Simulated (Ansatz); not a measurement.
A single-point run of Ansatz (plane waves, PAW) on Si (I4_1/amd) from a database structure, with the lines that name the functional removed. The cell was relaxed with r2SCAN and then strained (uniaxial -0.73 % along z, other directions held), with the atoms relaxed again with r2SCAN; k points keep the names of the unstrained zone.

```
Si
1.0
     0.00000    2.72212    2.70225
     2.72212    0.00000    2.70225
     2.72212    2.72212    0.00000
Si
2
Cartesian
  1.3611 1.3611 1.3511
  0.0000 0.0000 0.0000
```

```
scf.n_extra_bands = 4 over 4 filled bands (N_el = 8.0): the run solves 8 bands
Pseudopotential: Si, paw, valence charge 4, recommended cutoff 420 eV
Crystal: 2 atoms, lattice volume = 40.047 Å³
Basis set: ecut = 420 eV, 749 PW (Γ)
Symmetry: 16 space group operations
Space group: I41/amd (ITA 141)
k-points: 30 of 216
[warm-up without exact exchange]
SCF 1 stopped early in 2 iterations: F = -1271.583361 eV  dr2 = 1.92e-5
[exact exchange on]
SCF 2 stopped early in 5 iterations: F = -1272.566969 eV  dr2 = 1.87e-6
hybrid outer 1: dexx = +3.030e-3 eV, tail = 5.19e-6 eV
SCF 3 converged in 2 iterations: F = -1272.566958 eV  dr2 = 8.27e-9
hybrid outer 2: dexx = +2.240e-8 eV, tail = 1.71e-8 eV, Δε = 8.79e-4 eV
hybrid SCF converged: 2 outer / 7 inner (+2 warm-up)
Free energy (F): -1272.566958 eV
Fermi energy:    5.929143 eV
--- Per-component energies (eV) ---
  E_band       = 2.508900
  E_kinetic    = 81.035683
  E_local      = -53.819925
  E_nonlocal   = 50.668265
  E_hartree    = 14.973687
  E_xc         = -90.031409
  E_vxc        = -76.435502
  E_exx        = -11.183613
  E_paw        = -1035.568655
  E_vpaw       = -6.519573
  E_ewald      = -228.522770
  E_core_change = -0.118233
--- Stress (GPa, compression-positive) ---
        0.281622       0.000000       0.000000
        0.000000       0.281622       0.000000
        0.000000       0.000000       1.050385
  P = ⅓ Tr σ = 0.5379 GPa (5.379 kbar)
--- Band table (eV; the first three rows and the last of 30) ---
  k-point 0: bands = [-7.3920, 5.8749, 5.8749, 5.9291, 9.1916, 9.2179, 9.2179, 10.2101]
  k-point 1: bands = [-6.9916, 3.3348, 5.3948, 5.4430, 8.9946, 9.8944, 9.8994, 12.3421]
  k-point 2: bands = [-5.8632, 0.0210, 4.7737, 4.8405, 8.3670, 10.1800, 10.2318, 14.7396]
  k-point 29: bands = [-2.7411, -2.7411, 2.7164, 2.7164, 7.1325, 7.1325, 17.3633, 17.3633]
```

Levels at the listed points, from bands.tsv (eV from the Fermi energy, bands near the gap, counted from 0):
```tsv
# k_distance	band_0	band_1	band_2	band_3	band_4	band_5	band_6	band_7
# fermi_ev = 5.929143
# [0, 0, 0] at k_distance = 0.000000
# [0.5, 0, 0.5] at k_distance = 1.154098
# [0.625, 0.25, 0.625] at k_distance = 1.563636
# [0.375, 0.375, 0.75] at k_distance = 2.271243
# [0.5, 0.5, 0.5] at k_distance = 2.981449
# [0.5, 0.25, 0.75] at k_distance = 3.800526
# [0.419271, 0.419271, 0] at k_distance = 5.417718
# levels_relative_to = fermi_ev
0.000	-13.321	-0.054	-0.054	0.000	3.262	3.289	3.289	4.281
1.154	-8.717	-8.717	-3.153	-3.153	1.264	1.264	11.435	11.435
1.564	-9.168	-8.053	-4.736	-2.674	1.799	4.928	8.574	9.063
2.271	-9.155	-8.011	-4.731	-2.736	1.734	4.828	8.572	9.099
2.981	-10.728	-7.750	-1.386	-1.311	2.198	4.058	4.123	8.566
3.801	-8.512	-8.512	-4.232	-4.232	4.967	4.967	5.896	5.896
5.418	-9.993	-7.193	-3.096	-3.096	1.050	1.692	10.065	10.065
```
In order the rows are Γ, X, U, K, L, W, Γ–X (0.84).

Problem. Which functional gave these numbers?
A. HSE06
B. DDH-PBE0
C. r2SCAN
D. PBE0

Solution. A. HSE06. The exchange loop and the term E_exx show exact exchange. With HSE06 the valence top lies at Γ and the conduction bottom at Γ–X (0.84 of the way from Γ), 1.05 eV higher; the smallest vertical gap, at Γ, is 3.26 eV. Among hybrids the size of the gap and of E_exx follows the share and range of exact exchange. The stress of a hybrid is loosely converged here. Within one family of functionals the choice rests on the size of the gap and stress, not on a line of the log.

Run as `ansatz run input.yaml --threads 4 --pin off --max-ram 5529MiB --backend cpu --events-out ev --progress --plain --runs-dir out`. Wall time 15 s on 4 threads of Arm Neoverse V2 (shared host); peak host memory 0.76 GiB.

The values are computed, spin-unpolarised, and not measurements.

The meshes of the hybrids are coarse, so their gaps aren't converged to the digits shown.
